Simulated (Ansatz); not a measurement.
Crystal: InPd.

```
In Pd
1.0
     0.00000    2.74607    2.74607
     2.74607    0.00000    2.74607
     2.74607    2.74607    0.00000
In Pd
1 1
Cartesian
  0.0000 0.0000 0.0000
  2.7461 2.7461 2.7461
```

The cell was built by a generator and needn't be a form met in nature.

| Quantity | Value |
| --- | --- |
| Program | Ansatz 0.2.0 |
| Task | relaxation of cell and atoms |
| Functional | PBEsol |
| Potentials or basis | Ansatz PAW |
| Cutoff | 420 eV (not typed: the program's choice for these potentials) |
| k mesh | 8 × 8 × 8 |
| Occupations | fermi-dirac, width 0.05 eV |
| Spin | no spin polarisation |

At the start: volume 20.71 Å³/atom.

Where does the relaxation end?

It ends after 6 steps and the volume is 19.59 Å³/atom (-5.4 %); space group Fm-3m (No. 225, to 0.05 Å).

The path:
| step | energy change (eV) | largest force (eV/Å) | volume (Å³) |
| --- | --- | --- | --- |
| 1 | 0.0000 | 0.0000 | 41.42 |
| 2 | -0.0077 | 0.0000 | 37.33 |
| 3 | -0.0371 | 0.0000 | 39.39 |
| 4 | -0.0376 | 0.0000 | 39.19 |
| 5 | -0.0376 | 0.0000 | 39.17 |
| 6 | -0.0367 | 0.0000 | 39.17 |

Final structure:
```yaml
crystal:
  lattice:
    - [0.00000, 2.69554, 2.69554]
    - [2.69554, 0.00000, 2.69554]
    - [2.69554, 2.69554, 0.00000]
  atoms:
    - { symbol: In, position: [0.00000, 0.00000, 0.00000] }
    - { symbol: Pd, position: [0.50000, 0.50000, 0.50000] }
```

Caveat: the plane-wave basis is chosen anew once the cell has moved, so the energies of steps on either side of that aren't comparable; the PAW data sets come from PBE, with cores solved anew for the run's functional, which leaves a small shift of forces and pressure.
